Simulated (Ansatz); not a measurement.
Gd:

```xyz
2
Lattice="3.6360 0.0000 0.0000 -1.8180 3.1489 0.0000 0.0000 0.0000 5.7826" Properties=species:S:1:pos:R:3 pbc="T T T"
Gd    1.8180    1.0496    4.3369
Gd    0.0000    2.0992    1.4457
```

```yaml
Program: Ansatz 0.2.0
Task: relaxation of cell and atoms
Functional: revPBE
Potentials_or_basis: all-electron LAPW, scalar-relativistic
Basis_error_allowed: 0.001 eV/atom
k_mesh: 8 × 8 × 5
Occupations: fermi-dirac, width 0.05 eV
Spin: collinear spin, ferromagnetic start
Starting_moments: "[7.0, 7.0] μB"
```

At the start: volume 33.10 Å³/atom.

Problem. Where does the relaxation end?

Solution. Over 4 steps the energy falls by 10.4 meV/atom and the volume is 34.93 Å³/atom (+5.5 %); space group P6_3/mmc (No. 194, to 0.05 Å); moment 15.31 μB per cell.

The path:
| step | energy change (eV) | largest force (eV/Å) | volume (Å³) |
| --- | --- | --- | --- |
| 1 | 0.0000 | 0.0000 | 66.21 |
| 2 | -0.0205 | 0.0000 | 69.40 |
| 3 | -0.0208 | 0.0000 | 69.85 |
| 4 | -0.0208 | 0.0000 | 69.85 |

Final structure:
```yaml
crystal:
  lattice:
    - [3.69323, 0.00000, 0.00000]
    - [-1.84661, 3.19843, 0.00000]
    - [0.00000, 0.00000, 5.91344]
  atoms:
    - { symbol: Gd, position: [0.66667, 0.33333, 0.75000] }
    - { symbol: Gd, position: [0.33333, 0.66667, 0.25000] }
```

Caveat: an open f shell can end in a state above the lowest.
